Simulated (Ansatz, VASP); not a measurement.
## One calculation of Zn, two programs

```
Zn
1.0
    -1.62596    1.62596    1.62596
     1.62596   -1.62596    1.62596
     1.62596    1.62596   -1.62596
Zn
1
Direct
  0.00000 0.00000 0.00000
```

Alike in both runs: task single point; functional PBE; k mesh 16 × 16 × 16; occupations fermi-dirac, width 0.1 eV; no spin polarisation.

|  | VASP | Ansatz |
| --- | --- | --- |
| version | VASP 6.6.1 | Ansatz 0.2.0 |
| potentials or method | VASP PAW PBE potentials, release 64 (Zn) | plane waves (420 eV) with PAW, scalar-relativistic |
| plane-wave cutoff (eV) | 520 | 420 |
| valence electrons in the cell | 12 | 12 |

Ansatz gave:

```
pressure (GPa) : -5.2
```

**Question.** What did VASP give for the same quantities?

**Answer.** Pressure (GPa): -5.1.
